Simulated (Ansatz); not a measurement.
## From formation energies to a reaction energy: Si5C3

Computed with DFT PBE, scalar-relativistic, plane waves, PAW in Ansatz 0.2.0. All cells share a 420 eV cutoff and Γ-centred k meshes spaced about 0.3 Å⁻¹ or finer (0.25 for metals, 2π included). No spin polarisation.

Formation energies are uncorrected and refer to the elements' standard structures at the same level.

Temperature and zero-point effects are left out. The reference form of C is held partly by dispersion forces, which this level lacks.

A trial structure of Si5C3 (reached from: a cell proposed by chemical analogy; relaxed: space group P-4m2 (No. 115), a = 3.212 Å, c = 9.579 Å) has a formation energy of 0.092 eV/atom. It holds Si–Si nets (shortest 2.28 Å). At its composition the lowest mixture among the elements and 1 reference phase computed alike (others may be missing) consists of these:

| phase | source | ΔE_f (eV/atom) |
| --- | --- | --- |
| Si (solid) | element | -0.001 |
| SiC (P6_3mc) | Materials Project | -0.204 |

The lowest database cell of Si (-0.001) lies slightly below the reference, hence the non-zero entry.

**Question.** Write the balanced decomposition and find its energy per atom, per formula unit and per mole of formula units.

**Answer.** Balancing Si and C gives Si5C3 → 2 Si + 3 SiC. The left side holds 8 atoms, and the products take 2/8 (Si) and 6/8 (SiC) of them. The mixture therefore lies at 2/8 × (-0.001) + 6/8 × (-0.204) = -0.153 eV/atom. The reaction energy is -0.153 − (0.092) = -0.245 eV/atom. Times 8 atoms that is -1.960 eV per Si5C3, and times 96.485 it is -189 kJ per mole of Si5C3. Decomposition is downhill, so the trial structure is unstable against this mixture.
